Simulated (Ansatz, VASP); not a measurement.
## Nb: VASP beside Ansatz

```
Nb
1.0
     0.00000    2.07915    2.07915
     2.07915    0.00000    2.07915
     2.07915    2.07915    0.00000
Nb
1
Direct
  0.00000 0.00000 0.00000
```

Change from the starting cell: volume scaled by 0.95, PAW files.

Alike in both runs: task electric field gradients; functional PBEsol; k mesh 13 × 13 × 13; occupations fermi-dirac, width 0.08 eV; no spin polarisation.

```csv
,VASP,Ansatz
version,VASP 6.6.1,Ansatz 0.2.0
potentials or method,"VASP PAW PBE potentials, release 64 (Nb_sv)","PAW with Ansatz's default frozen-core files, scalar-relativistic"
plane-wave cutoff (eV),520,420
valence electrons in the cell,13,13
```

Ansatz gave:

* pressure (GPa): 1.9
* Vzz of the field gradient on the site that differs most (V/Å²): 0.0

Which values does VASP return?

Pressure (GPa): 1.6; Vzz of the field gradient on the site that differs most (V/Å²): 0.0.

With one functional, cell and mesh, what is left measures potentials, basis and numerics. Ansatz warned: «gradients_without_spin_orbit».

Caveats: the PAW data sets were made with another functional, which shifts forces and pressure a little (VASP).
